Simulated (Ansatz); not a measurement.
**GaP: stress in a strained cell**

Aim: deform GaP (zz strain of -2 %) and compute stress, forces and field gradients with LAPW, PAW and all-electron datasets made for the crystal.

Program: Ansatz 0.2.0. Level of theory: DFT PBEsol, scalar-relativistic. These are calculated values, not measurements.

**1. The starting structure**

It takes space group F-43m (No. 216, cubic). The conventional cell has a = 5.451 Å, b = 5.451 Å, c = 5.451 Å, α = 90.00°, β = 90.00°, γ = 90.00°. Ga (site symmetry -43m) is surrounded by 4 P at 2.36 Å. P (site symmetry -43m) has 4 Ga at 2.36 Å as nearest neighbours.

Coordinates:

```xyz
2
Lattice="0.0000 2.7252 2.7253 2.7252 0.0000 2.7253 2.7252 2.7252 0.0000" Properties=species:S:1:pos:R:3 pbc="T T T"
Ga    0.0000    0.0000    0.0000
P     4.0879    4.0879    4.0879
```

Atoms are numbered in the order of the input: Ga1, P2.

**2. After the deformation**

Space group F-43m before, I-4m2 after.

**3. LAPW, all electrons**

input.yaml

```yaml
crystal:
  lattice:
    - [0.0, 2.72525, 2.670745]
    - [2.72525, 0.0, 2.670745]
    - [2.72525, 2.72525, 0.0]
  atoms:
    - { symbol: Ga, position: [0.0, 0.0, 0.0] }
    - { symbol: P, position: [0.75, 0.75, 0.75] }
kpoints:
  mp_grid: { grid: [12, 12, 12] }
  band_path:
    path:
      - [0.0, 0.0, 0.0]
      - [0.0, 0.5, 0.5]
      - [0.25, 0.75, 0.5]
      - [0.0, 0.5, 0.0]
      - [0.0, 0.0, 0.0]
      - [0.5, 0.5, 0.0]
      - [0.3801541025, 0.6198458975, 0.0]
      - [-0.3801541025, 0.3801541025, 0.0]
      - [0.0, 0.0, 0.0]
    npoints: 5
scf:
  occupations: { method: fermi_dirac, width: 0.08 }
hamiltonian:
  xc: pbesol
  pseudopotentials: { kind: all_electron, lapw: { basis_error: 0.0005 } }
output:
  forces: true
  stress: true
  eigenvalues: true
```

Started as:

```sh
> ansatz run input.yaml --threads 1 --pin off --max-ram 3072MiB --backend cpu --events-out ev --progress --plain --runs-dir out
```

The program printed, shortened:

```text
LAPW: plane waves up to 9.000 Å⁻¹, error target 5.0e-4 eV per atom; small_component_spin mean_spin; P in spheres of 1.059 Å, 13 of its electrons in bands, Dirac shells []; Ga in spheres of 1.286 Å, 21 of its electrons in bands, Dirac shells []
[...]
Pseudopotentials: kind: all_electron
Pseudopotential: Ga, LAPW, valence charge 21, Koelling and Harmon's equation, gaussian nucleus
Pseudopotential: P, LAPW, valence charge 13, Koelling and Harmon's equation, gaussian nucleus
Functional definition: PBEsol
[...]
Crystal: 2 atoms, lattice volume = 39.671 Å³
Basis set: ecut = 308.59939136704867 eV, 515 PW (Γ), exchange–correlation at level 2
Bands: 21, of which v1, the nominal top of the filled ones, is band 17 counted from 1 (16 counted from 0)
Symmetry: 8 space group operations
Space group: I-4m2 (ITA 119), of the structure as read, at distance tolerance 3.4e-5 Å
k-points: 163 of 1728 (time reversal used)
[...]
SCF iter   1: F=—  HF=-62154.494930 eV  |F-HF|=—  |Δ(HF+E_count)|=         —  Δρ=3.85e-2  dr2=7.74e-1  ethr=2.27e-3  ⟨swp⟩=2.0  Hψ=23393  notcnv=0
[...]
the basis was enlarged: its passes take 4.4 MiB over the memory plan, 1 of 1 planned eigensolver slots
[...]
SCF iter   7: F=-62154.206656 eV  HF=-62154.206656 eV  |F-HF|=2.18e-9  |Δ(HF+E_count)|=   4.24e-7  Δρ=3.20e-6  dr2=4.65e-9  ethr=8.32e-10  ⟨swp⟩=3.0  Hψ=9976  notcnv=0
[...]
NSCF: frozen V_eff on 41 k-points
SCF converged after 7 iterations
Free energy (F): -62154.206656 eV
[...]
E sigma→0 (E₀):  -62154.206654 eV
Entropy (-TS):   -0.000004 eV (-0.002 meV/atom)
Fermi energy:    9.424516 eV
[...]
--- Forces (eV/Å), atoms counted from 1 ---
  atom   1  Ga     0.00000000     0.00000000     0.00000000
  atom   2  P     -0.00000000     0.00000000    -0.00000000
[...]
--- Stress (GPa, compression-positive) ---
        0.681790      -0.000000       0.000000
       -0.000000       0.681790       0.000000
        0.000000       0.000000       2.132127
  P = ⅓ Tr σ = 1.1652 GPa (11.652 kbar)
--- Band table (eV; the first three rows and the last of 163) ---
  k-point 0: bands = ["-158.6689", "-134.2829", "-109.4047", "-109.4047", "-109.4027", "-85.1891", "-85.1831", "-85.1831", "-5.8522", "-5.8522", "-5.8468", "-5.7452", "-5.7434", "-3.9459", "8.6903", "8.6903", "8.8025", "10.6373", "12.5194", "12.5613", "12.5613"]
[...]
```

Run time: 73 s. Hardware: 1 thread of Arm Neoverse V1, shared host; peak memory 0.52 GiB.

In short: pressure 1.17 GPa; gap 1.24 eV.

**4. Frozen-core PAW**

input.yaml

```yaml
crystal:
  lattice:
    - [0.0, 2.72525, 2.670745]
    - [2.72525, 0.0, 2.670745]
    - [2.72525, 2.72525, 0.0]
  atoms:
    - { symbol: Ga, position: [0.0, 0.0, 0.0] }
    - { symbol: P, position: [0.75, 0.75, 0.75] }
kpoints:
  mp_grid: { grid: [12, 12, 12] }
scf:
  occupations: { method: fermi_dirac, width: 0.08 }
hamiltonian:
  xc: pbesol
  pseudopotentials: { kind: paw }
output:
  forces: true
  stress: true
  eigenvalues: true
  efg: { contact_densities: true }
```

Started as:

```sh
> ansatz run input.yaml --threads 1 --pin off --max-ram 3072MiB --backend cpu --events-out ev --progress --plain --runs-dir out
```

The program printed, shortened:

```text
[...]
Pseudopotentials: kind: paw
Pseudopotential: Ga, paw, valence charge 13, recommended cutoff 420 eV (normal)
Pseudopotential: P, paw, valence charge 5, recommended cutoff 420 eV (normal)
[... 1 set-up line as earlier in the session ...]
[...]
Crystal: 2 atoms, lattice volume = 39.671 Å³
Basis set: ecut = 420 eV, 749 PW (Γ), exchange–correlation on 54×54×54 points (8 copies of the dense FFT grid, shifted against one another)
Bands: 13, of which v1, the nominal top of the filled ones, is band 9 counted from 1 (8 counted from 0)
[... 2 set-up lines as earlier in the session ...]
k-points: 163 of 1728 (time reversal used)
[...]
SCF iter   1: F=—  HF=-4484.058154 eV  |F-HF|=—  |Δ(HF+E_count)|=         —  Δρ=4.54e-3  dr2=1.31e-2  ethr=1.77e-3  ⟨swp⟩=6.1  Hψ=13711  notcnv=0
[...]
Fermi energy:    7.947225 eV
[...]
--- Forces (eV/Å), atoms counted from 1 ---
  atom   1  Ga    -0.00000000     0.00000000    -0.00000000
  atom   2  P      0.00000000    -0.00000000    -0.00000000
[...]
--- Stress (GPa, compression-positive) ---
        0.699070       0.000000      -0.000000
        0.000000       0.699070       0.000000
       -0.000000       0.000000       2.147818
  P = ⅓ Tr σ = 1.1820 GPa (11.820 kbar)
--- PAW observables at the nuclei: V_zz in 10²¹ V/m², potentials from the cell's mean, atoms counted from 1 ---
  atom   1  Ga V_zz =    +0.405100   η = 0.0000   by run symmetry: allowed
            electrostatic potential = -4130.387666 V   contact ρ = 187045.442699 e/Å³
  atom   2  P  V_zz =    -0.242372   η = 0.0000   by run symmetry: allowed
            electrostatic potential = -1494.674189 V   contact ρ = 15961.438301 e/Å³
--- Band table (eV; the first three rows and the last of 163) ---
  k-point 0: bands = ["-7.3394", "-7.3394", "-7.3336", "-7.2324", "-7.2301", "-5.4219", "7.2141", "7.2141", "7.3263", "9.1586", "11.0392", "11.0812", "11.0812"]
[...]
```

It took 11 s on 1 thread of Arm Neoverse V1, shared host; peak memory 0.42 GiB.

In short: pressure 1.18 GPa; gap on the k mesh 1.24 eV; Vzz Ga1 0.41 (η = 0.00), P2 -0.24 (η = 0.00) (10²¹ V/m²).

**5. Datasets made for this crystal**

Changes to input.yaml since step 4:

```diff
@@ -14,3 +14,3 @@
   xc: pbesol
-  pseudopotentials: { kind: paw }
+  pseudopotentials: { kind: all_electron, datasets: crystal }
 output:
```

Started as:

```sh
> ansatz run input.yaml --threads 1 --pin off --max-ram 3072MiB --backend cpu --events-out ev --progress --plain --runs-dir out
```

The program printed, shortened:

```text
[...]
[... 1 set-up line as earlier in the session ...]
Pseudopotential: Ga, paw, valence charge 13, recommended cutoff 240 eV (normal), Koelling and Harmon's equation, gaussian nucleus
Pseudopotential: P, paw, valence charge 5, recommended cutoff 240 eV (normal), Koelling and Harmon's equation, gaussian nucleus
[... 1 set-up line as earlier in the session ...]
[...]
Crystal: 2 atoms, lattice volume = 39.671 Å³
Basis set: ecut = 240 eV, 331 PW (Γ), exchange–correlation on 40×40×40 points (8 copies of the dense FFT grid, shifted against one another)
Bands: 13, of which v1, the nominal top of the filled ones, is band 9 counted from 1 (8 counted from 0)
[... 2 set-up lines as earlier in the session ...]
k-points: 163 of 1728 (time reversal used)
[...]
--- Forces (eV/Å), atoms counted from 1 ---
  atom   1  Ga    -0.00000000     0.00000000     0.00000000
  atom   2  P      0.00000000    -0.00000000    -0.00000000
[...]
--- Stress (GPa, compression-positive) ---
        0.679572       0.000000      -0.000000
       -0.000000       0.679572       0.000000
        0.000000       0.000000       2.129788
  P = ⅓ Tr σ = 1.1630 GPa (11.630 kbar)
--- PAW observables at the nuclei: V_zz in 10²¹ V/m², potentials from the cell's mean, atoms counted from 1 ---
  atom   1  Ga V_zz =    +0.408502   η = 0.0000   by run symmetry: allowed
            electrostatic potential = -4128.736907 V   contact ρ = 187113.439858 e/Å³
  atom   2  P  V_zz =    -0.240833   η = 0.0000   by run symmetry: allowed
            electrostatic potential = -1493.144964 V   contact ρ = 15974.264804 e/Å³
--- Band table (eV; the first three rows and the last of 163) ---
  k-point 0: bands = ["-5.8520", "-5.8520", "-5.8466", "-5.7450", "-5.7432", "-3.9458", "8.6903", "8.6903", "8.8025", "10.6373", "12.5194"]
[...]
```

Wall time 25 s (1 thread of Arm Neoverse V1, shared host); peak memory 0.58 GiB.

This run gives: pressure 1.16 GPa; gap on the k mesh 1.24 eV; Vzz Ga1 0.41 (η = 0.00), P2 -0.24 (η = 0.00) (10²¹ V/m²).

**6. Side by side**

Stress (GPa, compression positive):

| method | xx | yy | zz | yz | xz | xy |
| --- | --- | --- | --- | --- | --- | --- |
| LAPW | 0.68 | 0.68 | 2.13 | 0.00 | 0.00 | 0.00 |
| PAW | 0.70 | 0.70 | 2.15 | 0.00 | 0.00 | 0.00 |
| crystal datasets | 0.68 | 0.68 | 2.13 | 0.00 | 0.00 | 0.00 |

```
          method  pressure (GPa)  gap on the k mesh (eV)  Vzz Ga1 (10²¹ V/m²)  Vzz P2 (10²¹ V/m²)  SCF cycles, all passes
            LAPW            1.17                    1.24                    –                   –                       7
             PAW            1.18                    1.24                 0.41               -0.24                       6
crystal datasets            1.16                    1.24                 0.41               -0.24                       8
```

**7. Results**

| quantity | value |
| --- | --- |
| pressure | LAPW 1.17, PAW 1.18, crystal datasets 1.16 GPa |
| largest shear or deviatoric stress (LAPW) | 0.97 GPa |

In words: The largest part of the stress beyond the pressure is 0.97 GPa in size, in the zz component; the atoms are carried along and not relaxed. No run of the undeformed cell stands beside it, so the pressure holds what the given cell had before the change. PAW: stress within 0.02 GPa of LAPW. Crystal datasets: stress within 0.01 GPa of LAPW.
